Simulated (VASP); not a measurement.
# Hf in VASP: single point with PBEsol+D3(BJ)

Aim: the single point of Hf with PBEsol+D3(BJ).

Program: VASP 6.6.1. These are calculated values, not measurements. Logs are shortened: lines on timing, memory, paths and dates and some standing lists are left out, and cuts for length are marked.

## (1) The slab as given

The cell holds a slab with vacuum, 4 atoms: a = 3.124 Å, b = 3.124 Å, c = 27.435 Å, α = 90.00°, β = 90.00°, γ = 120.00°.

The cell was built by a generator and needn't be a form met in nature.

## (2) Single point, PBEsol+D3(BJ)

INCAR reads:

```
ALGO = Fast
DIPOL = 0.5 0.5 0.388
EDIFF = 1E-6
ENCUT = 520
GGA = PS
IDIPOL = 3
ISIF = 2
ISMEAR = 1
IVDW = 12
LASPH = True
LCHARG = True
LDIPOL = True
LELF = True
LREAL = False
LVACPOTAV = True
LVHAR = True
LWAVE = False
NBANDS = 28
NELM = 100
PREC = Accurate
SIGMA = 0.1
```

KPOINTS reads:

```
k-points
0
Gamma
  18 18 1
```

POSCAR reads:

```
Hf
1.0
    3.1236330269      0.0000000000      0.0000000000
   -1.5618165135      2.7051455534      0.0000000000
    0.0000000000      0.0000000000     27.4354155915
Hf
4
Direct
    0.3333333333      0.6666666667      0.2551446679
    0.6666666667      0.3333333333      0.3409071097
    0.3333333333      0.6666666667      0.4346601272
    0.6666666667      0.3333333333      0.5229615596
```

Potentials or basis: VASP PAW PBE potentials, release 64 (Hf_pv).

Command:

```console
> cat potpaw_PBE.64/Hf_pv/POTCAR > POTCAR
> mpirun -np 1 vasp_std > vasp.out
```

OUTCAR:

```text
EDIFF = 1E-6
   ENCUT = 520
   GGA = PS
   ISIF = 2
   ISMEAR = 1
   IVDW = 12
   LASPH = True
   LREAL = False
   NELM = 100
   PREC = Accurate
 IVDW          = 12

 ion  position               nearest neighbor table
   1  0.333  0.667  0.255-   2 2.96   2 2.96   2 2.96
   2  0.667  0.333  0.341-   1 2.96   1 2.96   1 2.96   3 3.14   3 3.14   3 3.14
   3  0.333  0.667  0.435-   4 3.02   4 3.02   4 3.02   2 3.14   2 3.14   2 3.14
   4  0.667  0.333  0.523-   3 3.02   3 3.02   3 3.02

  LATTYP: Found a hexagonal cell.
 ALAT       =     3.1236330269
 C/A-ratio  =     8.7831750258

  Lattice vectors:

 A1 = (   3.1236330269,   0.0000000000,   0.0000000000)
 A2 = (  -1.5618165135,   2.7051455534,   0.0000000000)
 A3 = (   0.0000000000,   0.0000000000,  27.4354155915)

Analysis of symmetry for initial positions (statically):
=====================================================================
 Subroutine PRICEL returns:
 Original cell was already a primitive cell.

 Routine SETGRP: Setting up the symmetry group for a
 hexagonal supercell.

 Subroutine GETGRP returns: Found  6 space group operations
 (whereof  6 operations were pure point group operations)
 out of a pool of 24 trial point group operations.

The static configuration has the point symmetry C_3v.

Analysis of symmetry for dynamics (positions and initial velocities):
=====================================================================
 Subroutine PRICEL returns:
 Original cell was already a primitive cell.

 Routine SETGRP: Setting up the symmetry group for a
 hexagonal supercell.

 Subroutine GETGRP returns: Found  6 space group operations
 (whereof  6 operations were pure point group operations)
 out of a pool of 24 trial point group operations.

The dynamic configuration has the point symmetry C_3v.

 Subroutine INISYM returns: Found  6 space group operations
 (whereof  6 operations are pure point group operations),
 and found     1 'primitive' translations

----------------------------------------------------------------------------------------

                                     Primitive cell

  volume of cell :     231.8260

  direct lattice vectors                    reciprocal lattice vectors
     3.123633027  0.000000000  0.000000000     0.320140039  0.184832938  0.000000000
    -1.561816513  2.705145553  0.000000000     0.000000000  0.369665876  0.000000000
     0.000000000  0.000000000 27.435415591     0.000000000  0.000000000  0.036449238

  length of vectors
     3.123633027  3.123633027 27.435415591     0.369665876  0.369665876  0.036449238

  position of ions in fractional coordinates (direct lattice)
     0.333333333  0.666666667  0.255144668
     0.666666667  0.333333333  0.340907110
     0.333333333  0.666666667  0.434660127
     0.666666667  0.333333333  0.522961560

  ion indices of the primitive-cell ions
   primitive index   ion index
                 1           1
                 2           2
                 3           3
                 4           4

----------------------------------------------------------------------------------------

 KPOINTS: k-points

Automatic generation of k-mesh.
 Grid dimensions read from file:
 generate k-points for:   18   18    1

 Generating k-lattice:

  Cartesian coordinates                     Fractional coordinates (reciprocal lattice)
     0.017785558  0.010268497  0.000000000     0.055555556  0.000000000  0.000000000
     0.000000000  0.020536993  0.000000000     0.000000000  0.055555556  0.000000000
     0.000000000  0.000000000  0.036449238     0.000000000  0.000000000  1.000000000

  Length of vectors
     0.020536993  0.020536993  0.036449238

  Shift w.r.t. Gamma in fractional coordinates (k-lattice)
     0.000000000  0.000000000  0.000000000

 Subroutine IBZKPT returns following result:
 ===========================================

 Found     37 irreducible k-points:

 Following reciprocal coordinates:
            Coordinates               Weight
  0.000000  0.000000  0.000000      1.000000
  0.055556  0.000000  0.000000      6.000000
  0.111111  0.000000  0.000000      6.000000
  0.166667  0.000000  0.000000      6.000000
  0.222222  0.000000  0.000000      6.000000
  0.277778  0.000000  0.000000      6.000000
[... 16 lines left out ...]
  0.333333  0.111111  0.000000     12.000000
  0.388889  0.111111  0.000000     12.000000
 [... further k-points ...]
   k-points           NKPTS =     37   k-points in BZ     NKDIM =     37   number of bands    NBANDS=     28
   number of dos      NEDOS =    301   number of ions     NIONS =      4
   total plane-waves  NPLWV = 120960
   dimension x,y,z NGX =    24 NGY =   24 NGZ =  210
   dimension x,y,z NGXF=    48 NGYF=   48 NGZF=  420
   ions per type =               4
   NGX,Y,Z   is equivalent  to a cutoff of  12.77, 12.77, 12.73 a.u.
   NGXF,Y,Z  is equivalent  to a cutoff of  25.55, 25.55, 25.45 a.u.
 SYSTEM =  unknown system
   PREC   = accura    normal or accurate (medium, high low for compatibility)
   ISTART =      0    job   : 0-new  1-cont  2-samecut
   ICHARG =      2    charge: 1-file 2-atom 10-const
   ISPIN  =      1    spin polarized calculation?
   LNONCOLLINEAR =      F non collinear calculations
   LSORBIT =      F    spin-orbit coupling
   LASPH  =      T    aspherical Exc in radial PAW
   ENCUT  =  520.0 eV  38.22 Ry    6.18 a.u.   5.81  5.81 51.01*2*pi/ulx,y,z
   NELM   =    100;   NELMIN=  2; NELMDL= -5     # of ELM steps
   EDIFF  = 0.1E-05   stopping-criterion for ELM
   LREAL  =      F    real-space projection
   EDIFFG = 0.1E-04   stopping-criterion for IOM
   NSW    =      0    number of steps for IOM
   IBRION =     -1    ionic relax: 0-MD 1-quasi-New 2-CG
   NFREE  =      0    steps in history (QN), initial steepest desc. (CG)
   ISIF   =      2    stress and relaxation
   ISYM   =      2    0-nonsym 1-usesym 2-fastsym
   POTIM  = 0.5000    time-step for ionic-motion
   TEBEG  =    0.0;   TEEND  =   0.0 temperature during run
   PSTRESS=    0.0 pullay stress
   NELECT =      40.0000    total number of electrons
   NUPDOWN=      -1.0000    fix difference up-down
   EMIN   =  10.00;   EMAX   =-10.00  energy-range for DOS
   EFERMI =   0.00;   METHOD = LEGACY
   ISMEAR =     1;   SIGMA  =   0.10  broadening in eV -4-tet -1-fermi 0-gaus
   EFERMI_NEDOS =   21; number of points for ismear=-14 and -15
   IALGO  =     68    algorithm
   IMIX   =      4    mixing-type and parameters
     AMIX     =   0.40;   BMIX     =  1.00
     AMIX_MAG =   1.60;   BMIX_MAG =  1.00
  volume/ion in A,a.u.               =      57.96       391.11
  Fermi-wavevector in a.u.,A,eV,Ry     =   0.911397  1.722290 11.301596  0.830644
  Thomas-Fermi vector in A             =   2.035671
   LORBIT       =      0    0 simple, 1 ext, 2 COOP (PROOUT), +10 PAW based schemes
   GGA     = PS    functional components
   LHFCALC =     F    Hartree Fock is set to
   AEXX    =    0.0000 exact exchange contribution
   IVDW    =    12    specifies the selected vdW correction
   LEPSILON=     F    determine dielectric tensor
   LRPA    =     F    only Hartree local field effects (RPA)
 non-spin polarized calculation
 RMM-DIIS sequential band-by-band and
 Methfessel and Paxton  Order N= 1 SIGMA  =   0.10
  energy-cutoff  :      520.00
  volume of cell :      231.83
 maximum number of plane-waves:      6282
 NGX is ok and might be reduce to    24
   NGX = 11   NGY = 11   NGZ =103

 dipolmoment           0.000000      0.000000     -0.000351 electrons x Angstroem

 number of electron      39.9999994 magnetization

 dipolmoment           0.000000      0.000000      0.002439 electrons x Angstroem

 Free energy of the ion-electron system (eV)
  ---------------------------------------------------
  ext. energy  EPLUGINS =         0.00000000
  ---------------------------------------------------
  free energy    TOTEN  =       -39.95936812 eV

  energy without entropy =      -39.95809791  energy(sigma->0) =      -39.95894472

 E-fermi :  -0.9010     XC(G=0):  -5.0085

 val. band max:       -0.9032374530   @ k =   0.3333   0.1667   0.0000
 cond. band min:      -0.8799429093   @ k =   0.1667   0.0556   0.0000
 fundamental gap:      0.0232945438
 Fermi energy:        -0.9010428255

 k-point     1 :       0.0000    0.0000    0.0000
  band No.  band energies     occupation
      1     -31.8841      2.00000
      2     -31.7950      2.00000
      3     -31.2194      2.00000
      4     -31.1798      2.00000
      5     -31.1798      2.00000
      6     -31.1342      2.00000
[... 20 lines left out ...]
     27       0.5945     -0.00000
     28       0.9185     -0.00000

 k-point     2 :       0.0556    0.0000    0.0000
  band No.  band energies     occupation
      1     -31.8771      2.00000
      2     -31.7912      2.00000
      3     -31.2405      2.00000
      4     -31.1918      2.00000
      5     -31.1851      2.00000
      6     -31.1494      2.00000
[... 20 lines left out ...]
     27       0.6243     -0.00000
     28       0.9020     -0.00000

 k-point     3 :       0.1111    0.0000    0.0000
  band No.  band energies     occupation
      1     -31.8567      2.00000
      2     -31.7806      2.00000
      3     -31.3018      2.00000
      4     -31.2491      2.00000
      5     -31.2005      2.00000
      6     -31.1680      2.00000
[... 20 lines left out ...]
     27       0.7715     -0.00000
     28       0.8241     -0.00000

 k-point     4 :       0.1667    0.0000    0.0000
  band No.  band energies     occupation
      1     -31.8259      2.00000
      2     -31.7656      2.00000
      3     -31.3954      2.00000
      4     -31.3480      2.00000
      5     -31.2239      2.00000
      6     -31.1849      2.00000
[... 578 lines left out ...]
     27       2.0335      0.00000
     28       2.4933      0.00000

 k-point    23 :       0.3333    0.1111    0.0000
  band No.  band energies     occupation
      1     -31.8282      2.00000
      2     -31.7987      2.00000
      3     -31.7206      2.00000
      4     -31.6784      2.00000
      5     -31.4151      2.00000
      6     -31.3681      2.00000
[... 20 lines left out ...]
     27       2.2982      0.00000
     28       2.5911      0.00000

 k-point    24 :       0.3889    0.1111    0.0000
  band No.  band energies     occupation
      1     -31.8746      2.00000
      2     -31.8437      2.00000
      3     -31.7354      2.00000
      4     -31.6837      2.00000
      5     -31.4200      2.00000
      6     -31.3857      2.00000
[... 20 lines left out ...]
     27       2.4374      0.00000
     28       2.9158      0.00000

 [... further k-points ...]

------------------------ aborting loop because EDIFF is reached ----------------------------------------

 Edisp (eV)   -1.50950

 E8    (eV) :    -1.1620

  FORCE on cell =-STRESS in cart. coord.  units (eV):
  Direction    XX          YY          ZZ          XY          YZ          ZX
  --------------------------------------------------------------------------------------
  -------------------------------------------------------------------------------------
  Total      -1.58120    -1.58120    -1.34078     0.00000     0.00000     0.00000
  in kB     -10.92789   -10.92789    -9.26628     0.00000     0.00000     0.00000
  external pressure =      -10.37 kB  Pullay stress =        0.00 kB

 VOLUME and BASIS-vectors are now :
 -----------------------------------------------------------------------------
  energy-cutoff  :      520.00
  volume of cell :      231.83
      direct lattice vectors                 reciprocal lattice vectors
     3.123633027  0.000000000  0.000000000     0.320140039  0.184832938  0.000000000
    -1.561816513  2.705145553  0.000000000     0.000000000  0.369665876  0.000000000
     0.000000000  0.000000000 27.435415591     0.000000000  0.000000000  0.036449238

 POSITION                                       TOTAL-FORCE (eV/Angst)
 -----------------------------------------------------------------------------------
     -0.00000      1.80343      7.00000        -0.000000     -0.000000      0.101977
      1.56182      0.90172      9.35293         0.000000     -0.000000     -0.135416
     -0.00000      1.80343     11.92508        -0.000000      0.000000      0.513550
      1.56182      0.90172     14.34767         0.000000     -0.000000     -0.480111
 -----------------------------------------------------------------------------------
    total drift:                               -0.000000     -0.000000     -0.001091

  FREE ENERGIE OF THE ION-ELECTRON SYSTEM (eV)
  ---------------------------------------------------
  free  energy   TOTEN  =       -41.4688632038 eV

  energy  without entropy=      -41.4675929884  energy(sigma->0) =      -41.46843980

 vacuum level on the upper side and lower side of the slab         3.654         3.602
```

It took 7.7 min on 1 thread of Intel Xeon Platinum 8488C (Sapphire Rapids), shared host; peak memory 0.44 GiB.

What came out:

| Property | Result |
| --- | --- |
| Free energy | -41.4689 eV |
| Largest force | 0.514 eV/Å |
| Band gap on the k mesh | none (metal or under the smearing width) |
| Dispersion energy per atom | -0.377 eV |
| Work function of the upper face | 4.55 eV |
| Work function of the lower face | 4.50 eV |

Forces in eV/Å, atoms in the order of the input:
```
Hf   0.000  0.000  0.102
Hf   0.000  0.000 -0.135
Hf   0.000  0.000  0.514
Hf   0.000  0.000 -0.480
```

Caveat: the PAW data sets were made with another functional, which shifts forces and pressure a little. The run has no spin-orbit coupling, so splittings on Hf are missing.
